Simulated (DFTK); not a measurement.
# Ta (Im-3m) in DFTK: a series of runs

One crystal, Ta, is run at these levels: PBEsol, BJ06, r2SCAN; tasks: band structure.

Everything below comes from runs of DFTK 0.8.2. Logs are shortened: lines on timing, memory, paths and dates and some standing lists are left out, and cuts for length are marked.

## Step 1: The structure

It takes space group Im-3m (No. 229, cubic). The conventional cell has a = 3.303 Å, b = 3.303 Å, c = 3.303 Å, α = 90.00°, β = 90.00°, γ = 90.00°. Around Ta (site symmetry m-3m) lie 8 Ta at 2.86 Å.

## Step 2: Band structure, PBEsol

run.jl reads:

```julia
using DFTK
using PseudoPotentialData
using Unitful, UnitfulAtomic
using LinearAlgebra, Printf
include("save.jl")
disable_threading()

lines = readlines("Ta.cif")
tag(name) = parse(Float64, split(only(filter(startswith(name), lines)))[2])
a, b, c = tag.(["_cell_length_a", "_cell_length_b", "_cell_length_c"])
α, β, γ = deg2rad.(tag.(["_cell_angle_alpha", "_cell_angle_beta", "_cell_angle_gamma"]))
cx, cy  = cos(β), (cos(α) - cos(β) * cos(γ)) / sin(γ)
lattice = austrip(1u"Å") * [a b*cos(γ) c*cx; 0 b*sin(γ) c*cy; 0 0 c*sqrt(1 - cx^2 - cy^2)]
sites     = split.(lines[findlast(startswith("_atom_site_"), lines)+1:end])
symbols   = [Symbol(s[2]) for s in sites]
positions = [parse.(Float64, s[5:7]) for s in sites]
pseudopotentials = Dict(:Ta => "Ta.upf")
elements = Dict(s => ElementPsp(s, pseudopotentials; rcut=10.0) for s in unique(symbols))
atoms    = [elements[s] for s in symbols]

build_model(lattice, positions; symmetries=true) =
    model_DFT(lattice, atoms, positions;
              functionals=PBEsol(),
              temperature=austrip(0.05u"eV"),
              smearing=Smearing.FermiDirac(),
              symmetries)
Ecut  = 45.0  # hartree
kgrid = [11, 11, 11]
tol   = 1e-6
to_GPa = ustrip(uconvert(u"GPa", 1u"hartree/bohr^3"))

model = build_model(lattice, positions)
basis = PlaneWaveBasis(model; Ecut, kgrid)
display(basis)
scfres = self_consistent_field(basis;
                               tol,
                               nbandsalg=AdaptiveBands(model; n_bands_converge=11))
display(scfres.energies)
@printf "Fermi level: %.6f eV\n" ustrip(auconvert(u"eV", something(scfres.εF, NaN)))
forces = compute_forces_cart(scfres)
println("Forces (eV/Å)")
for (s, f) in zip(symbols, forces)
    @printf "%-3s %12.6f %12.6f %12.6f\n" s ustrip.(auconvert.(u"eV/Å", f))...
end
stress = compute_stresses_cart(scfres)
println("Stress (GPa)")
display(round.(stress * to_GPa; digits=4))
println("Levels at the first k-point (eV): ", round.(ustrip.(auconvert.(u"eV", scfres.eigenvalues[1][1:scfres.n_bands_converge])); digits=4))
save_scf!(scfres; forces, stress)

points = Dict("G" => [0.0, 0.0, 0.0], "H" => [0.5, -0.5, 0.5], "P" => [0.25, 0.25, 0.25], "N" => [0.0, 0.0, 0.5])
segments = [("G", "H", 10), ("H", "N", 7), ("N", "G", 7), ("G", "P", 8), ("P", "H", 8), ("P", "N", 5)]
kcoords = vcat([[points[a] + t * (points[b] - points[a]) for t in range(0, 1, n)] for (a, b, n) in segments]...)
bands = compute_bands(scfres, ExplicitKpoints(kcoords); n_bands=13, tol=1e-5)
for (k, ε) in zip(bands.basis.kpoints, bands.eigenvalues)
    @printf "%d %8.4f %8.4f %8.4f " k.spin k.coordinate...
    println(join([@sprintf("%9.4f", e) for e in ustrip.(auconvert.(u"eV", ε .- scfres.εF))]))
end
results["band_energies"] = rows(bands.eigenvalues); results["band_kpoints"] = rows(kcoords)
```

Ta.cif reads:

```cif
data_Ta
_cell_length_a 2.86010086
_cell_length_b 2.86010086
_cell_length_c 2.86010086
_cell_angle_alpha 109.47122063
_cell_angle_beta 109.47122063
_cell_angle_gamma 109.47122063
_space_group_name_H-M_alt 'P1'
_space_group_name_Hall 'P 1'
_space_group_IT_number 1
loop_
_space_group_symop_operation_xyz
'x,y,z'
loop_
_atom_site_label
_atom_site_type_symbol
_atom_site_symmetry_multiplicity
_atom_site_Wyckoff_symbol
_atom_site_fract_x
_atom_site_fract_y
_atom_site_fract_z
_atom_site_occupancy
Ta1 Ta 1 a 0.0000000000 0.0000000000 0.0000000000 1
```

Potentials or basis: SPMS 1.0 (PBE).

Command:

```bash
> julia --threads=1 run.jl  # save.jl only writes the numbers to a file and isn't shown; printed stress counts tension as positive; times include loading and compiling
```

Log:

```text
PlaneWaveBasis discretization:

    Ecut                 : 45.0 Ha
    fft_size             : (36, 36, 36), 46656 total points
    kgrid                : MonkhorstPack([11, 11, 11])
    num.   red. kpoints  : 1331
    num. irred. kpoints  : 56

    Discretized Model(gga_x_pbe_sol+gga_c_pbe_sol, 3D):
        lattice (in Bohr)    : [5.40481   , -1.8016   , -1.8016   ]
                               [0         , 5.0957    , -2.54785  ]
                               [0         , 0         , 4.41301   ]
        unit cell volume     : 121.54 Bohr³

        atoms                : Ta
        atom potentials      : ElementPsp(:Ta, "Ta.upf")

        num. electrons       : 13
        spin polarization    : none
        temperature          : 0.0018375 Ha
        smearing             : DFTK.Smearing.FermiDirac()

        terms                : Kinetic()
                               AtomicLocal()
                               AtomicNonlocal()
                               Ewald(nothing)
                               PspCorrection()
                               Hartree()
                               Xc(gga_x_pbe_sol, gga_c_pbe_sol)
                               Entropy()
n     Energy            log10(ΔE)   log10(Δρ)   Diag   Δtime
---   ---------------   ---------   ---------   ----   ------
  1   -65.38993810785                   -1.15    4.2    4.58s
  2   -65.39295054421       -2.52       -1.45    1.0    2.68s
  3   -65.39402448313       -2.97       -2.11    2.0    1.92s
  4   -65.39406181732       -4.43       -2.90    2.1    2.51s
  5   -65.39406337746       -5.81       -3.89    2.3    2.77s
  6   -65.39406339323       -7.80       -4.41    2.8    2.69s
  7   -65.39406339389       -9.18       -4.95    1.9    2.43s
  8   -65.39406339399       -9.99       -5.95    2.0    2.56s
  9   -65.39406339399      -12.05       -6.48    2.6    1.98s
Energy breakdown (in Ha):
    Kinetic             17.2178615
    AtomicLocal         -24.7554510
    AtomicNonlocal      -6.0298984
    Ewald               -49.2739117
    PspCorrection       4.3534887
    Hartree             7.7552729
    Xc                  -14.6611398
    Entropy             -0.0002855

    total               -65.394063393989
Fermi level: 9.015156 eV
Forces (eV/Å)
Ta     -0.000000     0.000000     0.000000
Stress (GPa)
3×3 StaticArraysCore.SMatrix{3, 3, Float64, 9} with indices SOneTo(3)×SOneTo(3):
  3.7943  -0.0     -0.0
 -0.0      3.7943  -0.0
  0.0     -0.0      3.7943
Levels at the first k-point (eV): [-57.9242, -23.8882, -23.8882, -23.8882, 1.0967, 9.7384, 9.7384, 9.7384, 13.0176, 13.0176, 23.6134]
1   0.0000   0.0000   0.0000  -66.9394 -32.9033 -32.9033 -32.9033  -7.9184   0.7233   0.7233   0.7233   4.0025   4.0025  14.5983  14.5983  14.5983
1   0.0556  -0.0556   0.0556  -66.9324 -32.9571 -32.9275 -32.9275  -7.6423   0.6844   0.6844   0.8538   3.5378   4.1602  15.0747  15.0747  15.1172
1   0.1111  -0.1111   0.1111  -66.9126 -33.1002 -32.9975 -32.9975  -6.8556   0.6292   0.6292   1.2404   2.4063   4.5797  16.3732  16.4157  16.4157
1   0.1667  -0.1667   0.1667  -66.8830 -33.2883 -33.1057 -33.1057  -5.6814   0.6899   0.6899   1.0297   1.8676   5.0518  16.1093  17.8660  18.3484
1   0.2222  -0.2222   0.2222  -66.8480 -33.4711 -33.2401 -33.2401  -4.3352  -0.3268   0.9887   0.9887   2.7060   5.1641  14.5441  19.2921  19.7901
1   0.2778  -0.2778   0.2778  -66.8125 -33.6117 -33.3848 -33.3848  -3.1908  -1.5291   1.6038   1.6038   3.7056   4.8496  14.8066  18.1988  18.1988
[... 37 lines left out ...]
1   0.0625   0.0625   0.4375  -66.8209 -34.0525 -33.3211 -32.9563  -4.0298  -1.6006   1.2098   4.0272   4.9428   8.4171  10.9759  12.1368  16.2768
1   0.0000   0.0000   0.5000  -66.8220 -34.0972 -33.2886 -32.9109  -4.3885  -1.5532   1.6318   3.8812   4.9180   7.8361  11.7138  11.7280  16.5028
```

It took 89 s on 1 thread of Intel Xeon 6975P-C (Granite Rapids), shared host; peak memory 1.7 GiB.

What came out:

```yaml
Free_energy: -1779.4631 eV
Pressure: -3.8 GPa
Band_gap_on_the_k_mesh: none (metal or under the smearing width)
```

Levels at the corners of the path, in eV from the Fermi level:
```
point  band 2  band 3  band 4  band 5  band 6  band 7  band 8  band 9  band 10  band 11
    Γ  -32.90  -32.90  -32.90   -7.92    0.72    0.72    0.72    4.00     4.00    14.60
    H  -33.73  -33.73  -33.73   -3.81   -3.81    6.86    6.86    6.86     8.61     8.61
    N  -34.10  -33.29  -32.91   -4.39   -1.55    1.63    3.88    4.92     7.84    11.71
    Γ  -32.90  -32.90  -32.90   -7.92    0.72    0.72    0.72    4.00     4.00    14.60
    P  -33.51  -33.51  -33.51   -1.22   -1.22   -1.22    5.09    5.09     7.00    12.84
    H  -33.73  -33.73  -33.73   -3.81   -3.81    6.86    6.86    6.86     8.61     8.61
    P  -33.51  -33.51  -33.51   -1.22   -1.22   -1.22    5.09    5.09     7.00    12.84
    N  -34.10  -33.29  -32.91   -4.39   -1.55    1.63    3.88    4.92     7.84    11.71
```

Caveat: the potentials were made for another functional, which shifts forces and pressure; spin-orbit coupling is left out, which moves the levels of the heavy elements.

## Step 3: Band structure, BJ06

run.jl reads:

```julia
using DFTK
using PseudoPotentialData
using Unitful, UnitfulAtomic
using LinearAlgebra, Printf
include("save.jl")
disable_threading()

# lattice vectors are the columns
lattice = austrip(1u"Å") * [      -1.65128        1.65128        1.65128;
                  1.65128       -1.65128        1.65128;
                  1.65128        1.65128       -1.65128]
symbols   = [:Ta]
positions = [[0.0, 0.0, 0.0]]
pseudopotentials = Dict(:Ta => "Ta.upf")
elements = Dict(s => ElementPsp(s, pseudopotentials; rcut=10.0) for s in unique(symbols))
atoms    = [elements[s] for s in symbols]

build_model(lattice, positions; symmetries=true) =
    model_DFT(lattice, atoms, positions;
              functionals=[:mgga_x_tb09, :lda_c_pw],
              temperature=austrip(0.05u"eV"),
              smearing=Smearing.FermiDirac(),
              symmetries)
Ecut  = 45.0  # hartree
kgrid = [10, 10, 10]
tol   = 1e-6
to_GPa = ustrip(uconvert(u"GPa", 1u"hartree/bohr^3"))

model = build_model(lattice, positions)
basis = PlaneWaveBasis(model; Ecut, kgrid)
display(basis)
scfres = self_consistent_field(basis;
                               tol,
                               nbandsalg=AdaptiveBands(model; n_bands_converge=11),
                               solver=ScfAndersonSolver())
display(scfres.energies)
@printf "Fermi level: %.6f eV\n" ustrip(auconvert(u"eV", something(scfres.εF, NaN)))
println("Levels at the first k-point (eV): ", round.(ustrip.(auconvert.(u"eV", scfres.eigenvalues[1][1:scfres.n_bands_converge])); digits=4))
save_scf!(scfres)

points = Dict("G" => [0.0, 0.0, 0.0], "H" => [0.5, -0.5, 0.5], "P" => [0.25, 0.25, 0.25], "N" => [0.0, 0.0, 0.5])
segments = [("G", "H", 10), ("H", "N", 7), ("N", "G", 7), ("G", "P", 8), ("P", "H", 8), ("P", "N", 5)]
kcoords = vcat([[points[a] + t * (points[b] - points[a]) for t in range(0, 1, n)] for (a, b, n) in segments]...)
bands = compute_bands(scfres, ExplicitKpoints(kcoords); n_bands=13, tol=1e-5)
for (k, ε) in zip(bands.basis.kpoints, bands.eigenvalues)
    @printf "%d %8.4f %8.4f %8.4f " k.spin k.coordinate...
    println(join([@sprintf("%9.4f", e) for e in ustrip.(auconvert.(u"eV", ε .- scfres.εF))]))
end
results["band_energies"] = rows(bands.eigenvalues); results["band_kpoints"] = rows(kcoords)
```

Potentials or basis: in-house norm-conserving set (r2SCAN, scalar relativistic).

Command:

```bash
> julia --threads=1 run.jl  # save.jl only writes the numbers to a file and isn't shown; printed stress counts tension as positive; times include loading and compiling
```

It took 58 s on 1 thread of Intel Xeon 6975P-C (Granite Rapids), shared host; peak memory 1.6 GiB.

It converged, with:

```
Band gap on the k mesh : none (metal or under the smearing width)
```

Levels at the corners of the path, in eV from the Fermi level:
| point | band 4 | band 5 | band 6 | band 7 | band 8 | band 9 |
| --- | --- | --- | --- | --- | --- | --- |
| Γ | -32.00 | -7.49 | 0.54 | 0.54 | 0.54 | 3.83 |
| H | -32.91 | -3.98 | -3.98 | 6.67 | 6.67 | 6.67 |
| N | -32.00 | -4.35 | -1.73 | 2.12 | 3.76 | 4.74 |
| Γ | -32.00 | -7.49 | 0.54 | 0.54 | 0.54 | 3.83 |
| P | -32.67 | -1.18 | -1.18 | -1.18 | 4.92 | 4.92 |
| H | -32.91 | -3.98 | -3.98 | 6.67 | 6.67 | 6.67 |
| P | -32.67 | -1.18 | -1.18 | -1.18 | 4.92 | 4.92 |
| N | -32.00 | -4.35 | -1.73 | 2.12 | 3.76 | 4.74 |

Caveat: the program leaves the constant c of mgga_x_tb09 at 1, so the potential is Becke-Johnson's (BJ06) and not Tran and Blaha's, with levels but no total energy; the potentials were made for another functional, which shifts forces and pressure; spin-orbit coupling is left out, which moves the levels of the heavy elements.

## Step 4: Band structure, r2SCAN

run.jl, as its differences from that of step 3:

```diff
@@ -19,3 +19,3 @@
     model_DFT(lattice, atoms, positions;
-              functionals=[:mgga_x_tb09, :lda_c_pw],
+              functionals=r2SCAN(),
               temperature=austrip(0.05u"eV"),
@@ -33,8 +33,15 @@
                                tol,
-                               nbandsalg=AdaptiveBands(model; n_bands_converge=11),
-                               solver=ScfAndersonSolver())
+                               nbandsalg=AdaptiveBands(model; n_bands_converge=11))
 display(scfres.energies)
 @printf "Fermi level: %.6f eV\n" ustrip(auconvert(u"eV", something(scfres.εF, NaN)))
+forces = compute_forces_cart(scfres)
+println("Forces (eV/Å)")
+for (s, f) in zip(symbols, forces)
+    @printf "%-3s %12.6f %12.6f %12.6f\n" s ustrip.(auconvert.(u"eV/Å", f))...
+end
+stress = compute_stresses_cart(scfres)
+println("Stress (GPa)")
+display(round.(stress * to_GPa; digits=4))
 println("Levels at the first k-point (eV): ", round.(ustrip.(auconvert.(u"eV", scfres.eigenvalues[1][1:scfres.n_bands_converge])); digits=4))
-save_scf!(scfres)
+save_scf!(scfres; forces, stress)
```

Command:

```bash
> julia --threads=1 run.jl  # save.jl only writes the numbers to a file and isn't shown; printed stress counts tension as positive; times include loading and compiling
```

Wall time 2.7 min (1 thread of Intel Xeon 6975P-C (Granite Rapids), shared host); peak memory 1.7 GiB.

It converged, with:

```yaml
Free_energy: -1980.6659 eV
Pressure: 2.4 GPa
Band_gap_on_the_k_mesh: none (metal or under the smearing width)
```

Levels at the corners of the path, in eV from the Fermi level:
| point | band 4 | band 5 | band 6 | band 7 | band 8 | band 9 |
| --- | --- | --- | --- | --- | --- | --- |
| Γ | -34.18 | -8.30 | 0.84 | 0.84 | 0.84 | 4.32 |
| H | -35.03 | -3.95 | -3.95 | 7.11 | 7.11 | 7.11 |
| N | -34.18 | -4.55 | -1.56 | 1.47 | 4.20 | 5.26 |
| Γ | -34.18 | -8.30 | 0.84 | 0.84 | 0.84 | 4.32 |
| P | -34.80 | -1.34 | -1.34 | -1.34 | 5.45 | 5.45 |
| H | -35.03 | -3.95 | -3.95 | 7.11 | 7.11 | 7.11 |
| P | -34.80 | -1.34 | -1.34 | -1.34 | 5.45 | 5.45 |
| N | -34.18 | -4.55 | -1.56 | 1.47 | 4.20 | 5.26 |

Caveat: spin-orbit coupling is left out, which moves the levels of the heavy elements.

## Step 5: The runs side by side

```tsv
level	potentials or basis	k mesh	SCF solver	gap on the mesh (eV)	pressure (GPa)
PBEsol	SPMS 1.0 (PBE)	11 × 11 × 11	-	none	-3.8
BJ06	in-house norm-conserving set (r2SCAN, scalar relativistic)	10 × 10 × 10	ScfAndersonSolver	none	-
r2SCAN	in-house norm-conserving set (r2SCAN, scalar relativistic)	10 × 10 × 10	-	none	2.4
```

Alike in all rows: task band structure; no spin polarisation; cell as given; cutoff (eV) 1225; smearing fermi-dirac 0.05 eV.

Caveats: spin-orbit coupling is left out, which moves the levels of the heavy elements; the potentials were made for another functional, which shifts forces and pressure (some runs); the program leaves the constant c of mgga_x_tb09 at 1, so the potential is Becke-Johnson's (BJ06) and not Tran and Blaha's, with levels but no total energy (some runs).

Absolute energies hang on the potentials; compare differences alone.
